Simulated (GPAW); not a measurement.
The system is CsBr.

```xyz
2
Lattice="4.3256 0.0000 0.0000 0.0000 4.3256 0.0000 0.0000 0.0000 4.3256" Properties=species:S:1:pos:R:3 pbc="T T T"
Cs    0.0000    0.0000    0.0000
Br    2.1628    2.1628    2.1628
```

The cell comes from a database or a generator and needn't be the stable form of this composition.

Base run:

```yaml
Program: GPAW 26.7.0
Functional: PBE
Potentials_or_basis: GPAW PAW data sets (gpaw-data 1.2.1)
Cutoff: 600 eV
Basis: pw
k_mesh: 6 × 6 × 6
Occupations: fermi-dirac, width 0.05 eV
Spin: no spin polarisation
```

Its results: band gap on the k mesh 4.42 eV, indirect (least direct gap 4.43 eV); pressure 0.6 GPa.

Problem. The run is repeated on the same cell with these changes: functional from PBE to r2SCAN. What comes out?

Solution. Band gap on the k mesh 5.18 eV, indirect (least direct gap 5.19 eV); pressure 0.0 GPa.

r2SCAN gives the wider gap, since meta-GGAs in the generalised Kohn-Sham scheme recover part of the derivative discontinuity.

Caveats: spin-orbit coupling is left out, which moves the levels of the heavy elements; the PAW data sets were made with another functional, which shifts forces and pressure a little (some runs).
